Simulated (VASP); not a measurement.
GaN, 4 atoms in the cell. It takes space group Imm2 (No. 44, orthorhombic). Conventional cell: a = 3.176 Å, b = 3.196 Å, c = 4.520 Å, α = 90.00°, β = 90.00°, γ = 90.00°. Around Ga (site symmetry mm2) lie 4 N at 1.95 to 1.96 Å. Around N (site symmetry mm2) lie 4 Ga at 1.95 to 1.96 Å. The cell was built by a generator and isn't the measured one.

| Property | Result |
| --- | --- |
| Program | VASP 6.6.1 |
| Task | relaxation of cell and atoms |
| Functional | LDA |
| Potentials or basis | VASP PAW LDA potentials, release 64 (Ga_d, N) |
| Cutoff | 600 eV |
| k mesh | 8 × 5 × 8 |
| Occupations | gaussian, width 0.02 eV |
| Spin | no spin polarisation |
| Further INCAR settings | ALGO = Fast; EDIFF = 1e-06; IBRION = 2; EDIFFG = -0.01; NSW = 60; ISIF = 3 |

Potentials or basis: VASP PAW LDA potentials, release 64 (Ga_d, N).

Command:

```console
$ cat potpaw_LDA.64/Ga_d/POTCAR potpaw_LDA.64/N/POTCAR > POTCAR
$ mpirun -np 1 vasp_std > vasp.out
```

Hardware: 1 thread of Intel(R) Xeon(R) Platinum 8488C (Sapphire Rapids), on a shared host.

Q: How long does it take, and how much memory?

A: It took 5.2 min on 1 thread of Intel(R) Xeon(R) Platinum 8488C (Sapphire Rapids) (shared host), peak memory 0.21 GiB. Counts: scf iterations 58, k points 75, ion steps 6.
